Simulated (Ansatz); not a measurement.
This log comes from Ansatz, run on BAs built on the NiAs prototype. It starts from a guessed cell.

Structure:
```
B As
1.0
     3.04365    0.00000    0.00000
    -1.52183    2.63588    0.00000
     0.00000    0.00000    4.96115
B As
2 2
Cartesian
  0.0000 0.0000 0.0000
  0.0000 0.0000 2.4806
  0.0000 1.7573 1.2403
  1.5218 0.8786 3.7209
```

Main lines of the log:
```
Pseudopotential: B, paw, valence charge 3, recommended cutoff 420 eV (normal)
Pseudopotential: As, paw, valence charge 15, recommended cutoff 420 eV (normal)
Functional definition: PBE
Crystal: 4 atoms, lattice volume = 39.802 Å³
Basis set: ecut = 420 eV, 785 PW (Γ)
Bands: 22, of which v1, the nominal top of the filled ones, is band 18 counted from 1 (17 counted from 0)
Symmetry: 24 space group operations
Space group: P63/mmc (ITA 194)
k-points: 76 of 864
preconditioner: auto → Kerker (q_TF=auto, 2.683 Å⁻¹)  [metal: Δε(μ)=0.014 eV  σ=0.020 eV  ℏωp=23.5 eV]
SCF 1 converged in 7 iterations: F = -10018.928400 eV  dr2 = 8.43e-9
relax step 1: F+E_penalty+E_count = -10018.92839957 eV  P = +47.159 GPa  Ω = 39.802 Å³
SCF 2 converged in 7 iterations: F = -10019.895158 eV  dr2 = 4.80e-8
relax step 2: F+E_penalty+E_count = -10019.89515839 eV  P = +18.831 GPa  Ω = 44.598 Å³
SCF 3 converged in 7 iterations: F = -10020.164697 eV  dr2 = 9.25e-9
relax step 3: F+E_penalty+E_count = -10020.16469691 eV  P = +4.339 GPa  Ω = 48.573 Å³
SCF 4 converged in 7 iterations: F = -10020.184764 eV  dr2 = 2.54e-8
relax step 4: F+E_penalty+E_count = -10020.18476379 eV  P = +0.537 GPa  Ω = 49.857 Å³
SCF 5 converged in 5 iterations: F = -10020.185270 eV  dr2 = 1.69e-8
relax step 5: F+E_penalty+E_count = -10020.18527047 eV  P = -0.038 GPa  Ω = 50.101 Å³
SCF 6 converged in 4 iterations: F = -10020.185319 eV  dr2 = 2.81e-9
relax step 6: F+E_penalty+E_count = -10020.18531881 eV  P = +0.001 GPa  Ω = 50.082 Å³
SCF 7 converged in 6 iterations: F = -10020.203054 eV  dr2 = 1.36e-11
relax step 7: F+E_penalty+E_count = -10020.20305378 eV  P = +0.385 GPa  Ω = 50.082 Å³  (SCF on a basis re-selected at this cell)
SCF 8 converged in 4 iterations: F = -10020.203156 eV  dr2 = 2.14e-7
relax step 8: F+E_penalty+E_count = -10020.20315589 eV  P = -0.000 GPa  Ω = 50.233 Å³
SCF 9 converged in 5 iterations: F = -10020.203248 eV  dr2 = 4.88e-12
relax step 9: F+E_penalty+E_count = -10020.20324769 eV  P = -0.000 GPa  Ω = 50.233 Å³  (SCF on a basis re-selected at this cell)
SCF converged after 5 iterations
Free energy (F): -10020.203248 eV
Internal energy: -10020.200886 eV  (E = F + TS)
E sigma→0 (E₀):  -10020.202067 eV
Entropy (-TS):   -0.002362 eV (-0.590 meV/atom)
Fermi energy:    12.620732 eV
--- Stress (GPa, compression-positive) ---
       -0.004118       0.000000       0.000000
        0.000000      -0.004118       0.000000
        0.000000       0.000000       0.007555
  P = ⅓ Tr σ = -0.0002 GPa (-0.002 kbar)
--- Relaxed structure (7 steps of the walk, 7 accepted, 2 SCFs on fresh bases) ---
  F+E_penalty+E_count = -10020.20324769 eV
  cell:  # Å, volume = 50.2332 Å³
    - [3.268149, 0.000000, 0.000000]
    - [-1.634075, 2.830300, 0.000000]
    - [0.000000, 0.000000, 5.430706]
  atoms:
    - { symbol: B, position: [0.000000, 0.000000, 0.000000] }
    - { symbol: B, position: [0.000000, 0.000000, 0.500000] }
    - { symbol: As, position: [0.333333, 0.666667, 0.250000] }
    - { symbol: As, position: [0.666667, 0.333333, 0.750000] }
```

Q: Write the input file that gave this output.

A:
```yaml
crystal:
  # lattice and atoms as above
kpoints:
  mp_grid: { grid: [12, 12, 6] }
hamiltonian:
  xc: pbe
scf:
  occupations: { method: fermi_dirac, width: 0.02 }
relax:
  f_tol: 0.005
  cell: {}
```
The relax steps with a changing cell volume need the relax block with cell. Keys that only write grids to files are left aside. Keys that aren't typed take their defaults; thresholds and the kind of smearing can't be read off these lines.

Run as `ansatz run input.yaml --threads 2 --pin off --max-ram 2211MiB --backend cpu --events-out ev --progress --plain --runs-dir out`. Wall time 21 s on 2 threads of Arm Neoverse V1, on a shared host; peak host memory 0.38 GiB.

Values at 0 K without nuclear motion; spin polarisation is off, and the phase may be a hypothetical one.

Where bands overlap, v1 and c1 are numbered by the electron count and aren't everywhere filled or empty.
